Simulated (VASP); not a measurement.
The system is BN.

```
N B
1.0
     1.25112    0.72234    3.37293
    -1.25112    0.72234    3.37293
     0.00000   -1.44467    3.37293
N B
1 1
Direct
  0.66724 0.66724 0.66724
  0.00033 0.00033 0.00033
```

The cell is a database's computed one.

| Property | Result |
| --- | --- |
| Program | VASP 6.6.1 |
| Task | relaxation of cell and atoms |
| Functional | PW91 |
| Potentials or basis | VASP PAW PBE potentials, release 64 (N, B) |
| Cutoff | 600 eV |
| k mesh | 12 × 12 × 12 |
| Occupations | fermi-dirac, width 0.05 eV |
| Spin | no spin polarisation |

At the start: pressure 3.0 GPa; volume 9.14 Å³/atom.

**Question.** Where does the relaxation end?

**Answer.** Over 15 steps the energy falls by 7.3 meV/atom and the volume is 10.47 Å³/atom (+14.5 %); space group R3m (No. 160, to 0.05 Å).

The path:
| step | energy change (eV) | largest force (eV/Å) | pressure (GPa) | volume (Å³) |
| --- | --- | --- | --- | --- |
| 1 | 0.0000 | 0.0026 | 2.95 | 18.29 |
| 2 | 0.0022 | 0.0003 | -3.61 | 18.74 |
| 3 | -0.0017 | 0.0015 | 0.25 | 18.47 |
| 4 | -0.0028 | 0.0014 | 0.26 | 18.56 |
| 5 | -0.0056 | 0.0003 | 0.36 | 18.84 |
| 6 | -0.0098 | 0.0047 | 0.60 | 19.40 |
| 7 | -0.0138 | 0.0223 | 1.06 | 20.51 |
| 8 | -0.0133 | 0.0061 | -1.86 | 20.94 |
| 9 | -0.0143 | 0.0111 | -0.13 | 20.68 |
| 10 | -0.0144 | 0.0091 | -0.20 | 20.75 |
| 11 | -0.0144 | 0.0189 | -0.21 | 20.78 |
| 12 | -0.0144 | 0.0386 | -0.27 | 20.85 |
| 13 | -0.0145 | 0.0374 | -0.07 | 20.87 |
| 14 | -0.0145 | 0.0353 | 0.23 | 20.91 |
| 15 | -0.0146 | 0.0198 | 0.19 | 20.95 |

Final structure:
```
N B
1.0
     1.25486    0.72449    3.83981
    -1.25486    0.72449    3.83981
     0.00000   -1.44899    3.83981
N B
1 1
Direct
  0.66720 0.66720 0.66720
  0.00037 0.00037 0.00037
```

Caveat: the PAW data sets were made with another functional, which shifts forces and pressure a little.
